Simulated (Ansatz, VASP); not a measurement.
This is a calculation of Cu for VASP 6.6.1.

INCAR

```
PREC = Accurate
ENCUT = 520
EDIFF = 1E-6
ISMEAR = 0
SIGMA = 0.026000000000000002
LREAL = F
LASPH = T
NELM = 100
ALGO = Normal
ISIF = 2
LWAVE = F
LCHARG = T
GGA = PE
LELF = T
LVHAR = T
NBANDS = 12
```

KPOINTS

```
Automatic mesh
0
Gamma
  13 13 13
```

POSCAR

```
Cu
1.0
    0.0000000000      1.8075000000      1.8075000000
    1.8075000000      0.0000000000      1.8075000000
    1.8075000000      1.8075000000      0.0000000000
Cu
1
Direct
    0.0000000000      0.0000000000      0.0000000000
```

Potentials or basis: VASP PAW PBE potentials, release 64 (Cu).

The run is started by

```bash
$ cat potpaw_PBE.64/Cu/POTCAR > POTCAR
$ mpirun -np 1 vasp_std > vasp.out
```

Task: Translate it to Ansatz 0.2.0. Potentials there: Ansatz PAW.

Result: As run (the cutoff follows the program's own potentials):

The input input.yaml:

```yaml
crystal:
  lattice:
    - [0.0, 1.8075, 1.8075]
    - [1.8075, 0.0, 1.8075]
    - [1.8075, 1.8075, 0.0]
  atoms:
    - { symbol: Cu, position: [0.0, 0.0, 0.0] }
hamiltonian:
  xc: pbe
  pseudopotentials: { kind: paw }
kpoints:
  mp_grid: { grid: [13, 13, 13] }
scf:
  occupations: { method: gaussian, width: 0.026 }
output:
  forces: true
  stress: true
  eigenvalues: true
```

Potentials or basis: Ansatz PAW.

The run is started by

```sh
$ ansatz run input.yaml --threads 2 --pin off --max-ram 5632MiB --backend cpu --events-out ev --progress --plain --runs-dir out
```

Both were run:

|  | VASP | Ansatz | Ansatz less VASP |
| --- | --- | --- | --- |
| gap on the k mesh at the Fermi level (eV) | none | none | - |
| pressure (GPa) | 2.2 | 1.7 | -0.52 |

A gap of «none» marks a metal or a gap that the smearing closes. The two sets of potentials don't hold the same shells in valence.
